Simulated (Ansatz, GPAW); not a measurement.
# Geometry or basis: what sets the conductance of a C3 chain between two Rh chains, part 4 of 4

How well does a C3 chain between two Rh chains conduct once its atoms have relaxed, and how much do cheaper levels lose?

GPAW 26.7.0 and Ansatz 0.2.0; Ansatz plane waves; relaxation of the junction with the lead ends held (the session's first sound run).

So far, transmission at the Fermi level (one spin): step 3 (plane waves, PBE) 0.832; step 5 (single-zeta polarised basis, PBE, GPAW) 0.834; step 6 (minimal basis, PBE, GPAW) 0.842; step 7 (RPBE in the dzp basis: xc = "RPBE") 0.784; step 8 (the structure as built: geometry = "as built", PBE, GPAW) 1.64.

### 10. The levels side by side

The curves are compared point by point over the common energies.

This step: comparison of transmission and cost over codes, levels and geometry (GPAW 26.7.0).

Ladder, by row:

```
    step    code  T at the Fermi level (sum over the listed spins)  conductance (G0)  r.m.s. T(E) from the first  wall time (s)  peak memory (GiB)  threads
  pw-pbe  Ansatz                                            0.8318            0.8426                           0          99.96              5.074        4
     dzp    GPAW                                            0.7809            0.8305                      0.1358          353.8               1.57        1
     szp    GPAW                                            0.8339            0.8598                      0.2045          228.6               1.49        1
      sz    GPAW                                            0.8417            0.8757                      0.2054          177.3               1.43        1
dzp-RPBE    GPAW                                             0.784            0.8292                      0.1356          313.7               1.57        1
 asbuilt    GPAW                                             1.642              1.64                      0.4848          346.5               1.58        1
```

The transmission, zone mean, sum over the listed spins by energy, zero at the Fermi level:

```
energy (eV)   pw-pbe      dzp      szp       sz  dzp-RPBE  asbuilt
     -2.000     1.57     1.59     1.59     1.65      1.58     1.92
     -1.800     1.71     1.72     1.77     1.83      1.72     1.94
     -1.600     1.90     1.90     1.95     1.97      1.91     1.93
     -1.400     2.01     2.00     1.98     1.98      2.00     1.90
     -1.200     2.01     2.01     1.97     1.97      2.02     1.85
     -1.075     2.03     2.02     2.01     2.00      2.03     1.81
     -1.000     2.03     2.03     2.00     2.00      2.03     1.79
     -0.925     2.04     2.03     2.01     2.00      2.03     1.77
     -0.825     2.02     2.03     2.00     2.00      2.04     1.74
     -0.800     2.03     2.03     2.00     2.00      2.03     1.73
     -0.600     1.36     1.74     1.22     1.28      1.67     1.67
     -0.400     1.04    0.831    0.665    0.674     0.821     1.65
     -0.200     1.25     1.09     1.04     1.05      1.10     1.66
     -0.100     1.29     1.15     1.12     1.14      1.14     1.66
     -0.050    0.951     1.18     1.13     1.15      1.17     1.65
      0.000    0.832    0.781    0.834    0.842     0.784     1.64
      0.200    0.501    0.474    0.470    0.498     0.476     1.54
      0.400    0.390    0.383    0.383    0.407     0.382     1.34
      0.600    0.332    0.327    0.339    0.360     0.325     1.07
      0.800    0.295    0.284    0.313    0.330     0.280    0.766
      1.000    0.223    0.157    0.181    0.185     0.153    0.271
      1.200    0.117    0.163    0.510    0.639     0.167   0.0167
      1.375    0.486    0.990   0.0255   0.0261     0.994   0.0116
      1.400    0.705    0.818   0.0180   0.0162     0.771   0.0111
      1.425    0.961    0.436  0.00957  0.00881     0.400   0.0107
      1.600   0.0131  0.00208   5.7e-4   2.6e-4   0.00133  0.00856
      1.800  0.00136  0.00302  0.00489  0.00332   0.00376  0.00720
      2.000  0.00711  0.00878  0.00864  0.00593   0.00985  0.00642
```

### 11. Functional LDA, potential alignment off: xc = "LDA" and align = false

The functional moves levels against the Fermi level. Without the shift, lead and junction are matched by their Fermi levels alone.

This step: GPAW LCAO, PAW setups; Landauer transmission from Green's functions with principal layers (ASE), zero bias (GPAW 26.7.0).

Input file run.py:

```python
import json
import numpy as np
from ase import Atoms
from ase.transport.calculators import TransportCalculator
from gpaw import GPAW, FermiDirac
from gpaw.lcao.tools import get_lcao_hamiltonian
from scipy.linalg import eigh

# The junction with lead layers at both ends, along the third cell vector
device = Atoms(
    ['Rh', 'Rh', 'Rh', 'Rh', 'Rh', 'Rh', 'Rh', 'Rh', 'C', 'C', 'C', 'Rh', 'Rh', 'Rh', 'Rh', 'Rh', 'Rh', 'Rh', 'Rh'],
    positions=[
        [4.50000, 4.50000, 1.15000],
        [4.50000, 4.50000, 3.45000],
        [4.50000, 4.50000, 5.75000],
        [4.50000, 4.50000, 8.05000],
        [4.50000, 4.50000, 10.35000],
        [4.50000, 4.50000, 12.65000],
        [4.73875, 4.28145, 14.94690],
        [4.03844, 4.90455, 17.21211],
        [4.39748, 4.58706, 18.99562],
        [4.49692, 4.49276, 20.29989],
        [4.58326, 4.38843, 21.60436],
        [4.87130, 4.00554, 23.38716],
        [4.30045, 4.75726, 25.65452],
        [4.50000, 4.50000, 27.95140],
        [4.50000, 4.50000, 30.25140],
        [4.50000, 4.50000, 32.55140],
        [4.50000, 4.50000, 34.85140],
        [4.50000, 4.50000, 37.15140],
        [4.50000, 4.50000, 39.45140]],
    cell=[[9.0, 0.0, 0.0], [0.0, 9.0, 0.0], [0.0, 0.0, 40.6014]],
    pbc=True)

# One principal layer of the lead: the first 5 atoms of the device
lead = Atoms(
    ['Rh', 'Rh', 'Rh', 'Rh', 'Rh'],
    positions=[
        [4.50000, 4.50000, 1.15000],
        [4.50000, 4.50000, 3.45000],
        [4.50000, 4.50000, 5.75000],
        [4.50000, 4.50000, 8.05000],
        [4.50000, 4.50000, 10.35000]],
    cell=[[9.0, 0.0, 0.0], [0.0, 9.0, 0.0], [0.0, 0.0, 11.5]],
    pbc=True)

settings = dict(mode='lcao', basis='dzp', xc='LDA', h=0.2,
                occupations=FermiDirac(0.1), maxiter=250,
                mixer=dict(beta=0.1, nmaxold=8, weight=100.0),
                convergence=dict(density=0.0001))
energies = np.arange(-2, 2 + 1e-9, 0.025)
eta = 0.0001
n1, n2 = 1, 1
# k and -k transmit alike, so half of the mesh across the current serves
mesh = [(i, j) for i in range(n1) for j in range(n2) if (i, j) <= (-i % n1, -j % n2)]
weights = np.array([1 if (i, j) == (-i % n1, -j % n2) else 2 for i, j in mesh]) / (n1 * n2)

# [... helper functions left out ...]
fermi_lead = ground_state(lead, (1, 1, 10), 'lead.txt')
fermi_device = ground_state(device, (1, 1, 2), 'device.txt')
# [... loop over the mesh left out, but for ...]
        # Lead and device are aligned by their Fermi levels alone
        shift = 0.0
# [...]
kT = 8.617333e-5 * 300
bias = [0.1, 0.2, 0.5, 1.0, 1.5, 2.0]
# [... integrals and printing left out ...]
```

Launch:

```sh
OMP_NUM_THREADS=1 OPENBLAS_NUM_THREADS=1 python run.py
```

The program printed:

```text
basis functions: device 471, principal layer 135
Fermi level: lead -4.0648 eV, device -4.1241 eV; lead shifted by 0.0000 eV
largest coupling past the next layer 2.18e-04 eV, largest misfit of the first layer 0.075 eV
  E-E_F (eV)   T (one spin)  [channel counts left out]
    -2.000    1.6012e+00
    -1.975    1.6105e+00
    -1.950    1.6217e+00
    -1.925    1.6347e+00
    -1.900    1.6493e+00
    -1.875    1.6654e+00
    -1.850    1.6828e+00
    -1.825    1.7015e+00
    -1.800    1.7213e+00
    -1.775    1.7420e+00
    -1.750    1.7633e+00
    -1.725    1.7852e+00
    -1.700    1.8072e+00
    -1.675    1.8292e+00
    -1.650    1.8508e+00
    -1.625    1.8718e+00
[...]
1.825    1.8603e-03
     1.850    2.4628e-03
     1.875    3.0825e-03
     1.900    3.7094e-03
     1.925    4.3367e-03
     1.950    4.9602e-03
     1.975    5.5771e-03
     2.000    6.1858e-03
conductance at 300 K: 0.84603 G0 a cell; thermopower 33.02 uV/K
current from the zero-bias T(E) at 0.1 V: 6.6084 uA
current from the zero-bias T(E) at 0.2 V: 13.301 uA
current from the zero-bias T(E) at 0.5 V: 31.724 uA
current from the zero-bias T(E) at 1.0 V: 57.684 uA
current from the zero-bias T(E) at 1.5 V: 98.336 uA
current from the zero-bias T(E) at 2.0 V: 142.19 uA
```

Wall time 5.3 min (1 thread of Intel Xeon Platinum 8559C (Emerald Rapids), shared host); peak memory 1.6 GiB.

This step gave:

- conductance: 0.8460 G₀
- largest coupling past the next principal layer: 2.18e-4 eV
- largest misfit of the first principal layer: 0.07524 eV
- shift that aligns the lead: 0 eV
- transmission at the Fermi level (one spin): 0.7831

One spin. Table of transmission, zone mean by energy, zero at the Fermi level:

```
energy (eV)  transmission, zone mean
     -2.000                     1.60
     -1.800                     1.72
     -1.600                     1.89
     -1.400                     2.00
     -1.200                     2.01
     -1.000                     2.02
     -0.800                     2.03
     -0.600                     1.85
     -0.400                    0.851
     -0.200                     1.08
     -0.050                     1.19
      0.000                    0.783
      0.200                    0.465
      0.400                    0.377
      0.600                    0.323
      0.800                    0.284
      1.000                    0.158
      1.200                    0.153
      1.375                    0.940
      1.400                    0.938
      1.600                  0.00595
      1.800                  0.00129
      2.000                  0.00619
```

Not self-consistent under bias; the bias window is split evenly. The current through one cell, from the zero-bias transmission by bias:

```
bias (V)  current through one cell, from the zero-bias transmission (μA)
   0.100                                                            6.61
   0.200                                                            13.3
   0.500                                                            31.7
   1.000                                                            57.7
   1.500                                                            98.3
   2.000                                                             142
```

Transmission of the three most open eigenchannels against energy, zero at the Fermi level:

```
energy (eV)  channel 1  channel 2  channel 3
     -2.000      0.977      0.623    0.00176
     -1.900      0.982      0.665    0.00244
     -1.800      0.986      0.732    0.00340
     -1.700      0.989      0.814    0.00474
     -1.600      0.991      0.894    0.00665
     -1.500      0.995      0.954    0.00942
     -1.400      0.998      0.984     0.0135
     -1.300      0.995      0.994     0.0196
     -1.200      0.998      0.983     0.0291
     -1.100      0.996      0.986     0.0329
     -1.000      0.996      0.988     0.0318
     -0.900      0.996      0.994     0.0343
     -0.800      0.997      0.997     0.0345
     -0.700      0.996      0.989     0.0311
     -0.600      0.935      0.887     0.0262
     -0.500      0.615      0.551     0.0255
     -0.400      0.434      0.388     0.0297
     -0.300      0.460      0.394     0.0360
     -0.200      0.626      0.410     0.0455
     -0.100      0.667      0.437     0.0693
      0.000      0.411      0.232      0.140
      0.100      0.314      0.123      0.123
      0.200      0.302     0.0991     0.0639
      0.300      0.292     0.0874     0.0339
      0.400      0.278     0.0798     0.0192
      0.500      0.263     0.0742     0.0115
      0.600      0.246     0.0699    0.00705
      0.700      0.232     0.0662    0.00432
      0.800      0.220     0.0613    0.00243
      0.900      0.189     0.0519     5.0e-4
      1.000      0.125     0.0326     2.4e-4
      1.100     0.0917     1.8e-8     1.2e-8
      1.200      0.153     1.2e-8    4.4e-11
      1.300      0.349     1.2e-8    6.1e-12
      1.400      0.938     1.2e-8    3.3e-12
      1.500      0.103     1.2e-8    4.3e-11
      1.600    0.00595     1.2e-8          0
      1.700     1.2e-5     4.5e-9          0
      1.800    0.00129     1.3e-8          0
      1.900    0.00371     1.3e-8          0
      2.000    0.00619     1.3e-8          0
```

The conductance, 0.846 G₀, lies 1.9 % above that of the dzp run.

### 12. Outcome

```
conductance                                        : 0.830 G₀
transmission at the Fermi level, mean of the spins : 0.781
```

In the dzp basis the junction conducts 0.830 G₀ at 300 K, with T = 0.781 a spin at the Fermi level; the sz basis reaches that conductance within 10 %. Relaxation moved atoms by up to 0.62 Å and took the conductance from 1.64 to 0.830 G₀, as a ratio a larger change than the step from dzp to the minimal basis. Plane waves (PBE) give T = 0.832 there. At the Fermi level the three most open eigenchannels pass 0.41, 0.20 and 0.17. Measured against the first run (pw-pbe), the nearest curve is that of dzp-RPBE (r.m.s. 0.14) and the farthest that of asbuilt (0.48). Over the compared runs wall time goes from 100 s (pw-pbe) to 354 s (dzp), on a shared host; the plane-wave run used 4 threads and the orbital runs 1. The leads kept an estimated spacing and the cell its length, so the junction may be under some tension or compression. The run had no spin polarisation, so a magnetic state, which chains and small molecules with open shells often have, wasn't tested. An evenly spaced straight chain is an idealisation: free chains tend to dimerise, zigzag or, where a band edge lies near the Fermi level, turn magnetic. The currents use the zero-bias T(E) throughout, which holds only while the bias is small against the distance to the nearest feature. Within about eight thermal energies of the Fermi level ln T(E) bends sharply from one computed energy to the next, or the lead's channel count changes, so the thermal averages, above all the thermopower, rest on an interpolation that may be rough.

[Logs are printed without paths, hosts, clocks, repeated set-up lines and the standing remarks that a program may print on its own settings, such as how far it seeks lower states.]

[Hosts, paths, dates, database ids (printed as entryN), source tags and the programs' standing remarks are cut or masked in the printed files.]
